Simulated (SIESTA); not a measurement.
Runs of SIESTA 5.4.2 on AlN. Symmetry: P6_3mc, No. 186, hexagonal system. The conventional cell has a = 3.113 Å, b = 3.113 Å, c = 4.981 Å, α = 90.00°, β = 90.00°, γ = 120.00°. Al (site symmetry 3m) is surrounded by 4 N at 1.89 Å. Around N (site symmetry 3m) lie 4 Al at 1.89 Å. 

```csv
level,potentials or basis,gap on the mesh (eV),pressure (GPa),largest force (eV/Å)
RPBE,"PseudoDojo 0.4 standard (PBE files), DZP (energy shift 0.003 Ry)",(b),6.0,0.13
WC,"PseudoDojo 0.4 standard (PBEsol files), DZP (energy shift 0.003 Ry)",4.29,2.1,0.14
revPBE,"PseudoDojo 0.4 standard (PBE files), DZP (energy shift 0.003 Ry)",4.37,5.8,0.13
PW91,"PseudoDojo 0.4 standard (PBE files), DZP (energy shift 0.003 Ry)",4.37,5.2,0.13
PBEsol,"PseudoDojo 0.4 standard (PBEsol files), DZP (energy shift 0.003 Ry)",(a),(c),0.14
```

Alike in all rows: task band structure; no spin polarisation; cell as given; k mesh 10 × 10 × 6; smearing fermi-dirac 0.05 eV; grid cutoff 800 Ry; energy shift 0.003 Ry.

Estimate the missing entries.

(a) 4.28; (b) 4.39; (c) 1.9.

Caveats: the basis of atomic orbitals isn't converged, which shifts pressures, moduli and gaps; the potentials were made for another functional, which shifts forces and pressure (some runs).

Runs at the PBE level aren't shown here.
